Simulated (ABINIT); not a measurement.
# BN (P6_3mc): G0W0 with ABINIT, start to end

How does a plane-wave GW calculation on BN (P6_3mc) run from the first input to the gap?

Calculated with ABINIT 10.8.3; PBEsol and many-body steps on it, plane waves.

The database entry behind the starting cell has ideal inner coordinates that were not refined, so it need not match the best structure at ambient conditions.

## (1) The starting structure

It takes space group P6_3mc (No. 186, hexagonal). Conventional cell: a = 2.536 Å, b = 2.536 Å, c = 4.199 Å, α = 90.00°, β = 90.00°, γ = 120.00°. B has 4 N at 1.56 to 1.57 Å nearest. Nearest to N lie 4 B at 1.56 to 1.57 Å. Farther neighbours and most contacts between anions are not listed.

The cell and positions come from the Crystallography Open Database and are kept as given unless a step says otherwise. This is not the form that BN usually takes at ambient conditions.

## (2) Ground state

This step: ABINIT 10.8.3; DFT, PBEsol, plane waves, norm-conserving pseudopotentials.

The ground-state density comes first.

File run.abi:

```
acell 3*1.0 Angstrom
rprim 
  2.536000000002 -0.000000000000 0.000000000000
  -1.268000000000 2.196240423999 0.000000000000
  0.000000000000 0.000000000000 4.199000000000
ntypat 2
znucl 5 7
natom 4
typat 1 1 2 2
xred 
  0.666666666667 0.333333333333 0.000000000000
  0.333333333333 0.666666666667 0.500000000000
  0.666666666667 0.333333333333 0.375000000000
  0.333333333333 0.666666666667 0.875000000000
pp_dirpath "pseudos"
pseudos "B.upf, N.upf"
ecut 36
ngkpt 9 9 6
nshiftk 1
shiftk 0 0 0
kptopt 1
chksymbreak 0
nband 14
occopt 1
tolvrs 1e-10
nstep 60
prtwf 0
optforces 0
optstress 0
indata_prefix "in"
outdata_prefix "out"
tmpdata_prefix "tmp"
```

Started as:

```console
$ OMP_NUM_THREADS=1 mpirun -n 4 abinit run.abi > log
```

Numbers of over 12 decimals in the logs are rounded to 6 here.

The log of the run:

```text
.Version 10.8.3 of ABINIT. v10.8.2 released Aug 2026.

 Symmetries : space group P6_3 m c (#186); Bravais hP (primitive hexag.)
================================================================================
 Values of the parameters that define the memory need of the present run
     intxc =       0    ionmov =       0      iscf =       7    lmnmax =       4
     lnmax =       4     mgfft =      45  mpssoang =       2    mqgrid =    3001
     natom =       4  nloc_mem =       1    nspden =       1   nspinor =       1
    nsppol =       1      nsym =      12    n1xccc =    2501    ntypat =       2
    occopt =       1   xclevel =       2
-    mband =          14        mffmem =           1         mkmem =          12
       mpw =        1665          nfft =       32805          nkpt =          48
================================================================================
  Rough estimation (10% accuracy) of disk space for files :
================================================================================

--------------------------------------------------------------------------------
------------- Echo of variables that govern the present computation ------------
--------------------------------------------------------------------------------
 -outvars: echo values of preprocessed input variables --------
            acell      1.8897261259E+00  1.8897261259E+00  1.8897261259E+00 Bohr

      chksymbreak           0
             ecut      3.60000000E+01 Hartree
-          fftalg         312

              ixc     -116133
              kpt      0.00000000E+00  0.00000000E+00  0.00000000E+00
                       1.11111111E-01  0.00000000E+00  0.00000000E+00
                       2.22222222E-01  0.00000000E+00  0.00000000E+00
                       3.33333333E-01  0.00000000E+00  0.00000000E+00
                       4.44444444E-01  0.00000000E+00  0.00000000E+00
                       1.11111111E-01  1.11111111E-01  0.00000000E+00
                       2.22222222E-01  1.11111111E-01  0.00000000E+00
                       3.33333333E-01  1.11111111E-01  0.00000000E+00
                       4.44444444E-01  1.11111111E-01  0.00000000E+00
   [... 37 further rows ...]
                       3.33333333E-01  2.22222222E-01  5.00000000E-01
                       3.33333333E-01  3.33333333E-01  5.00000000E-01
         kptrlatt        9    0    0      0    9    0      0    0    6
          kptrlen      4.31311091E+01
P           mkmem          12
            natom           4
            nband          14
            ngfft          27      27      45
             nkpt          48
            nstep          60
             nsym          12
           ntypat           2
              occ      2.000000  2.000000  2.000000  2.000000  2.000000  2.000000
                       2.000000  2.000000  0.000000  0.000000  0.000000  0.000000
                       0.000000  0.000000
        optforces           0
        optstress           0
            prtwf           0
            rprim      2.5360000000E+00 -0.0000000000E+00  0.0000000000E+00
[...]
spgroup         186

           tolvrs      1.00000000E-10

             xred      6.6666666667E-01  3.3333333333E-01 -1.9428902931E-16
[...]
znucl        5.00000    7.00000

================================================================================

 chkinp: Checking input parameters for consistency.

================================================================================
== DATASET  1 ==================================================================
-   mpi_nproc: 4, omp_nthreads: 1 (-1 if OMP is not activated)

--- !DatasetInfo
iteration_state: {dtset: 1, }
dimensions: {natom: 4, nkpt: 48, mband: 14, nsppol: 1, nspinor: 1, nspden: 1, mpw: 1665, }
cutoff_energies: {ecut:  36.0, pawecutdg:  -1.0, }
electrons: {nelect:   1.60000000E+01, charge:   0.00000000E+00, occopt:   1.00000000E+00, tsmear:   1.00000000E-02, }

 Real(R)+Recip(G) space primitive vectors, cartesian coordinates (Bohr,Bohr^-1):
 R(1)=  4.7923455  0.0000000  0.0000000  G(1)=  0.2086661  0.1204734  0.0000000
 R(2)= -2.3961727  4.1502929  0.0000000  G(2)=  0.0000000  0.2409468  0.0000000
 R(3)=  0.0000000  0.0000000  7.9349600  G(3)=  0.0000000  0.0000000  0.1260246
 Unit cell volume ucvol=  1.5782348E+02 bohr^3
 Angles (23,13,12)=  9.00000000E+01  9.00000000E+01  1.20000000E+02 degrees

 getcut: wavevector=  0.0000  0.0000  0.0000  ngfft=  27  27  45
         ecut(hartree)=     36.000   => boxcut(ratio)=   2.01065

--- Pseudopotential description ------------------------------------------------
- B Generated using ONCVPSP code by D. R. Hamann
-  5.00000   3.00000  180301                  znucl, zion, pspdat
12 -116133 1 -1 1534                          pspcod,pspxc,lmax,lloc,mmax
     nproj     2     2
  pspatm : epsatm=    3.20154509
         --- l  ekb(1:nproj) -->
[...]
pspatm: atomic psp has been read  and splines computed

- N Generated using ONCVPSP code by D. R. Hamann
-  7.00000   5.00000  180301                  znucl, zion, pspdat
12 -116133 1 -1 1058                          pspcod,pspxc,lmax,lloc,mmax
     nproj     2     2
  pspatm : epsatm=    5.26508482
         --- l  ekb(1:nproj) -->
[...]
pspatm: atomic psp has been read  and splines computed

   2.70932157E+02                                ecore*ucvol(ha*bohr**3)
--------------------------------------------------------------------------------

_setup2: Arith. and geom. avg. npw (full set) are    1627.907    1627.882

================================================================================

--- !BeginCycle
iteration_state: {dtset: 1, }
solver: {iscf: 7, nstep: 60, nline: 4, wfoptalg: 0, }
tolerances: {tolvrs: 1.00E-10, }

     iter   Etot(hartree)      deltaE(h)  residm     vres2
 ETOT  1  -26.654350494528    -2.665E+01 8.791E-02 1.809E+02
 ETOT  2  -26.689069441428    -3.472E-02 2.953E-02 1.187E+02
 ETOT  3  -26.741001070366    -5.193E-02 7.529E-03 6.757E-01
 ETOT  4  -26.741292587587    -2.915E-04 4.991E-03 5.689E-03
 ETOT  5  -26.741293995129    -1.408E-06 3.127E-03 4.254E-05
 ETOT  6  -26.741294004175    -9.046E-09 1.660E-03 7.629E-07
 ETOT  7  -26.741294004378    -2.031E-10 1.794E-03 2.018E-08
 ETOT  8  -26.741294004385    -6.370E-12 9.654E-04 1.023E-10
 ETOT  9  -26.741294004385     1.741E-13 9.999E-04 2.472E-12

 At SCF step    9       vres2   =  2.47E-12 < tolvrs=  1.00E-10 =>converged.

--- !ResultsGS
iteration_state: {dtset: 1, }
comment   : Summary of ground state results
lattice_vectors:
- [  4.7923455,  -0.0000000,   0.0000000, ]
- [ -2.3961727,   4.1502929,   0.0000000, ]
- [  0.0000000,   0.0000000,   7.9349600, ]
lattice_lengths: [   4.79235,    4.79235,    7.93496, ]
lattice_angles: [ 90.000,  90.000, 120.000, ] # degrees, (23, 13, 12)
lattice_volume:   1.5782348E+02
convergence: {deltae:  1.741E-13, res2:  2.472E-12, residm:  9.999E-04, diffor:  0.000E+00, }
etotal    :  -2.67412940E+01
entropy   :   0.00000000E+00
fermie    :   3.13182380E-01
cartesian_stress_tensor: null
pressure_GPa: null
xred      :
- [  6.6667E-01,   3.3333E-01,  -1.9429E-16,  B]
- [  3.3333E-01,   6.6667E-01,   5.0000E-01,  B]
- [  6.6667E-01,   3.3333E-01,   3.7500E-01,  N]
- [  3.3333E-01,   6.6667E-01,   8.7500E-01,  N]
cartesian_forces: null
force_length_stats: {min: null, max: null, mean: null, }

 Integrated electronic density in atomic spheres:
 ------------------------------------------------
 Atom  Sphere_radius  Integrated_density
[...]
4        2.00000          5.74574344
================================================================================

 ----iterations are completed or convergence reached----

 Mean square residual over all n,k,spin=   57.950E-07; max=  99.993E-05
 reduced coordinates (array xred) for    4 atoms
       0.666666666667      0.333333333333     -0.000000000000
       0.333333333333      0.666666666667      0.500000000000
       0.666666666667      0.333333333333      0.375000000000
       0.333333333333      0.666666666667      0.875000000000
 rms dE/dt=  0.0000E+00; max dE/dt=  0.0000E+00; dE/dt below (all hartree)
    1       0.000000000000      0.000000000000      0.000000000000
    2       0.000000000000      0.000000000000      0.000000000000
    3       0.000000000000      0.000000000000      0.000000000000
    4       0.000000000000      0.000000000000      0.000000000000

 cartesian coordinates (angstrom) at end:
    1      1.268000     0.732080    -0.000000
    2      6.7e-13     1.464160     2.099500
    3      1.268000     0.732080     1.574625
    4      6.7e-13     1.464160     3.674125
 length scales=  1.889726125908  1.889726125908  1.889726125908 bohr
              =  1.000000000000  1.000000000000  1.000000000000 angstroms
 prteigrs : about to open file out_EIG
 Fermi (or HOMO) energy (hartree) =   0.31318   Average Vxc (hartree)=  -0.48363
 Eigenvalues (hartree) for nkpt=  48  k points:
 kpt#   1, nband= 14, wtk=  0.00206, kpt=  0.0000  0.0000  0.0000 (reduced coord)
  -0.44125   -0.28497   -0.09466    0.23440    0.23440    0.30390    0.31318    0.31318
   0.62356    0.62356    0.62966    0.66947    0.71368    0.75417
 prteigrs : prtvol=0 or 1, do not print more k-points.

--- !EnergyTerms
iteration_state     : {dtset: 1, }
comment             : Components of total free energy in Hartree
kinetic             :  1.88154370718603E+01
hartree             :  3.54694844645594E+00
xc                  : -8.68454557756272E+00
Ewald energy        : -2.63954347709457E+01
psp_core            :  1.71667842266042E+00
local_psp           : -1.35821952004040E+01
non_local_psp       : -2.15818239644881E+00
total_energy        : -2.67412940043845E+01
total_energy_eV     : -7.27667679870643E+02
band_energy         :  2.52404373944829E-01

== END DATASET(S) ==============================================================
================================================================================

 -outvars: echo values of variables after computation  --------
           etotal     -2.6741294004E+01
            nband          14
             nkpt          48
          spgroup         186
 [... the other variables as echoed above ...]

 Calculation completed.
```

The job ended after 29 s (4 MPI ranks of AMD EPYC 7571, shared host; peak memory 0.3 GiB; 1.9 min of CPU time).

This step gave:

```
total energy               : -727.6677 eV
gap                        : 5.041 eV
k of the valence top       : 0, 0, 0
k of the conduction bottom : 0.3333, 0.3333, 0
least direct gap           : 8.317 eV
```

The gap is indirect, with the least direct gap 3.28 eV higher.

[end of part 1 of 3]

[Paths, hosts, dates, memory and timing lines, banners, echoed tables and standing remarks are left out of the program output.]

[Logs are printed without paths, hosts, clocks, repeated set-up lines and the standing remarks that a program may print on its own settings, such as how far it seeks lower states.]

[Runs of the session that timed out or met a known fault of the program may be left out.]

[Hosts, paths, dates, database ids (printed as entryN), source tags and the programs' standing remarks are cut or masked in the printed files.]

[G0W0 gaps are taken among the corrected bands and points alone; a level outside them can change the order at an edge.]

[Where Ansatz stands beside ABINIT at settings called matched, ABINIT's density can come from a denser mesh and the files from another edition; pairs whose starting gaps differed by over 0.03 eV were left out, so agreement reads better than it is.]
